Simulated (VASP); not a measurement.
Be, 1 atom in the cell. Symmetry: Pm-3m, No. 221, cubic system. Conventional cell: a = 2.174 Å, b = 2.174 Å, c = 2.174 Å, α = 90.00°, β = 90.00°, γ = 90.00°. Be (site symmetry m-3m) has 6 Be at 2.17 Å as nearest neighbours. The cell was built by a generator and needn't be a form met in nature.

```yaml
Program: VASP 6.6.1
Task: relaxation of cell and atoms
Functional: PBEsol
Potentials_or_basis: VASP PAW PBE potentials, release 64 (Be)
Cutoff: 600 eV
k_mesh: 12 × 12 × 12
Occupations: methfessel-paxton, width 0.1 eV
Spin: no spin polarisation
Further_INCAR_settings: ALGO = Fast; EDIFF = 1e-06; IBRION = 2; EDIFFG = -0.005; NSW = 60; ISIF = 3
```

Potentials or basis: VASP PAW PBE potentials, release 64 (Be).

Launch:

```sh
$ cat potpaw_PBE.64/Be/POTCAR > POTCAR
$ mpirun -np 1 vasp_std > vasp.out
```

Hardware: 1 thread of Intel(R) Xeon(R) Platinum 8259CL CPU @ 2.50GHz (Skylake/Cascade Lake), on a shared host.

Problem. How long does it take, and how much memory?

Solution. Run time: 4.1 s on 1 thread of Intel(R) Xeon(R) Platinum 8259CL CPU @ 2.50GHz (Skylake/Cascade Lake) (shared host), peak memory 0.11 GiB. Counts: scf iterations 9, k points 84, ion steps 1.
